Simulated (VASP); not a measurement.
Method: SCAN meta-GGA, VASP's PBE PAW potentials (set 64) (plane waves; VASP 6.6.1).

VASP ran on this input.

KPOINTS:
```
Automatic mesh
0
Gamma
8 8 5
0 0 0
```

### INCAR
```
SYSTEM=BeO
PREC=Accurate; ENCUT=520; LREAL=.FALSE.
LASPH=.TRUE.
EDIFF=1E-6; NELM=100; ALGO=Normal
LMIXTAU=.TRUE.
ISMEAR=0; SIGMA=0.05
METAGGA=SCAN
IBRION=2; NSW=60; ISIF=3
EDIFFG=-0.02
LWAVE=.FALSE.; LCHARG=.FALSE.
```

POSCAR:
```
BeO
1.0
  1.3500000000  -2.3382690000   0.0000000000
  1.3500000000   2.3382690000   0.0000000000
  0.0000000000   0.0000000000   4.3800000000
Be O
2 2
Cartesian
  1.3500000000  -0.7794245588   2.1900000000
  1.3500000000   0.7794245588   0.0000000000
  1.3500000000  -0.7794245588   3.8456400000
  1.3500000000   0.7794245588   1.6556400000
```

POTCAR, in this order: Be O (PBE.64 set). Program: vasp_std.

Output of the run:

File OSZICAR:
```
       N       E                     dE             d eps       ncg     rms          rms(c)
DAV:   1     0.563864018621E+02    0.56386E+02   -0.91396E+03   720   0.131E+03
DAV:   2    -0.368292010747E+02   -0.93216E+02   -0.88273E+02   944   0.291E+02
DAV:   3    -0.401389670593E+02   -0.33098E+01   -0.32973E+01   960   0.583E+01
DAV:   4    -0.401629629313E+02   -0.23996E-01   -0.23986E-01   884   0.568E+00
DAV:   5    -0.401632586560E+02   -0.29572E-03   -0.29569E-03   944   0.532E-01    0.868E+00
DAV:   6    -0.333366321041E+02    0.68266E+01   -0.38703E+00   780   0.175E+01    0.284E+00
DAV:   7    -0.333029666752E+02    0.33665E-01   -0.22501E+00   812   0.200E+01    0.222E+00
DAV:   8    -0.332132734010E+02    0.89693E-01   -0.27632E-01   720   0.715E+00    0.105E+00
DAV:   9    -0.331734372857E+02    0.39836E-01   -0.11979E-01   736   0.436E+00    0.186E-01
DAV:  10    -0.333400259351E+02   -0.16659E+00   -0.71312E-02   720   0.324E+00    0.981E-02
DAV:  11    -0.333416744184E+02   -0.16485E-02   -0.94253E-04   960   0.393E-01    0.699E-02
DAV:  12    -0.333453243729E+02   -0.36500E-02   -0.17000E-03   732   0.658E-01    0.483E-02
DAV:  13    -0.333453879149E+02   -0.63542E-04   -0.44583E-04   800   0.255E-01    0.475E-03
DAV:  14    -0.333455358286E+02   -0.14791E-03   -0.34682E-05   796   0.891E-02    0.380E-03
DAV:  15    -0.333455363295E+02   -0.50095E-06   -0.12705E-05   932   0.442E-02    0.766E-03
DAV:  16    -0.333455802506E+02   -0.43921E-04   -0.87973E-06   776   0.425E-02    0.946E-04
DAV:  17    -0.333455697158E+02    0.10535E-04   -0.51530E-07   556   0.116E-02    0.604E-04
DAV:  18    -0.333455731929E+02   -0.34771E-05   -0.83370E-08   456   0.400E-03    0.789E-04
DAV:  19    -0.333455688142E+02    0.43787E-05   -0.77265E-08   432   0.438E-03    0.325E-04
DAV:  20    -0.333455696001E+02   -0.78592E-06   -0.47438E-09   424   0.112E-03
   1 F= -.33345570E+02 E0= -.33345570E+02  d E =-.333456E+02
       N       E                     dE             d eps       ncg     rms          rms(c)
DAV:   1    -0.333817925014E+02   -0.36224E-01   -0.57663E-01   824   0.882E+00    0.128E+00
DAV:   2    -0.333492295056E+02    0.32563E-01   -0.94715E-02   828   0.319E+00    0.233E-01
DAV:   3    -0.333483415145E+02    0.88799E-03   -0.68185E-03   760   0.882E-01    0.661E-02
DAV:   4    -0.333469188759E+02    0.14226E-02   -0.15880E-03   724   0.571E-01    0.513E-02
DAV:   5    -0.333484069763E+02   -0.14881E-02   -0.99873E-04   720   0.484E-01    0.655E-03
DAV:   6    -0.333482470567E+02    0.15992E-03   -0.18048E-04   752   0.214E-01    0.302E-03
DAV:   7    -0.333482857223E+02   -0.38666E-04   -0.56272E-06   916   0.344E-02    0.284E-03
DAV:   8    -0.333482781879E+02    0.75344E-05   -0.78055E-07   572   0.132E-02    0.113E-03
DAV:   9    -0.333482868243E+02   -0.86364E-05   -0.31281E-07   436   0.742E-03    0.111E-04
DAV:  10    -0.333482847099E+02    0.21145E-05   -0.60419E-08   404   0.367E-03    0.840E-05
DAV:  11    -0.333482855918E+02   -0.88192E-06   -0.27221E-09   388   0.825E-04
   2 F= -.33348286E+02 E0= -.33348286E+02  d E =-.271599E-02
       N       E                     dE             d eps       ncg     rms          rms(c)
DAV:   1    -0.333514011763E+02   -0.31165E-02   -0.45688E-02   828   0.247E+00    0.361E-01
DAV:   2    -0.333490530758E+02    0.23481E-02   -0.77029E-03   824   0.909E-01    0.639E-02
DAV:   3    -0.333486891221E+02    0.36395E-03   -0.53006E-04   764   0.247E-01    0.184E-02
DAV:   4    -0.333488840881E+02   -0.19497E-03   -0.14274E-04   724   0.172E-01    0.147E-02
DAV:   5    -0.333486831307E+02    0.20096E-03   -0.92459E-05   720   0.148E-01    0.187E-03
DAV:   6    -0.333488001987E+02   -0.11707E-03   -0.13277E-05   760   0.575E-02    0.862E-04
DAV:   7    -0.333487899268E+02    0.10272E-04   -0.45653E-07   640   0.998E-03    0.790E-04
DAV:   8    -0.333487926585E+02   -0.27317E-05   -0.55417E-08   392   0.340E-03    0.383E-04
DAV:   9    -0.333487912542E+02    0.14043E-05   -0.18587E-08   384   0.174E-03    0.606E-05
DAV:  10    -0.333487917787E+02   -0.52449E-06   -0.35975E-09   368   0.830E-04
   3 F= -.33348792E+02 E0= -.33348792E+02  d E =-.322218E-02
```

OUTCAR:
```
------------------------ aborting loop because EDIFF is reached ----------------------------------------
  FORCE on cell =-STRESS in cart. coord.  units (eV):
  Direction    XX          YY          ZZ          XY          YZ          ZX
  --------------------------------------------------------------------------------------
  Total       -0.0099483     -0.0099483      0.0208193      0.0000000      0.0000000      0.0000000
  in kB       -0.5838750     -0.5838752      1.2219054      0.0000000      0.0000000      0.0000000
  external PRESSURE =       0.0180518 kB  Pullay stress =       0.0000000 kB
  volume of cell :       27.30
      direct lattice vectors                 reciprocal lattice vectors
     1.343852958 -2.327622006  0.000000000     0.372064516 -0.214811511  0.000000000
     1.343852958  2.327622006 -0.000000000     0.372064516  0.214811511 -0.000000000
     0.000000000  0.000000000  4.363596070     0.000000000  0.000000000  0.229168783
 POSITION                                       TOTAL-FORCE (eV/Angst)
 -----------------------------------------------------------------------------------
      1.34385     -0.77588      2.18185         0.000000     -0.000000      0.005485
      1.34385      0.77588      0.00005         0.000000     -0.000000      0.005485
      1.34385     -0.77588      3.83118        -0.000000      0.000000     -0.005485
      1.34385      0.77588      1.64938         0.000000     -0.000000     -0.005485
 -----------------------------------------------------------------------------------
    total drift:                               -0.000000      0.001581      0.023001
  FREE ENERGIE OF THE ION-ELECTRON SYSTEM (eV)
  ---------------------------------------------------
  free  energy   TOTEN  =       -33.3487917787 eV

  energy  without entropy=      -33.3487917787  energy(sigma->0) =      -33.34879178

 reached required accuracy - stopping structural energy minimisation
```
(Selected blocks of OUTCAR.)

**CONTCAR**
```
BeO
   1.00000000000000
     1.3438529581540446   -2.3276220056088914    0.0000000000000000
     1.3438529581540446    2.3276220056088914   -0.0000000000000000
     0.0000000000000000    0.0000000000000000    4.3635960704145234
  Be              O
     2     2
Direct
     0.6666669999999968    0.3333330000000032    0.5000124743895703
     0.3333330000000032    0.6666669999999968    0.0000124743895702
     0.6666669999999968    0.3333330000000032    0.8779875256104298
     0.3333330000000032    0.6666669999999968    0.3779875256104299
```

The compound is BeO in the wurtzite structure. This run relaxes it. Symmetry was kept, so distortions that lower it aren't found. The start is the result of an earlier pass.
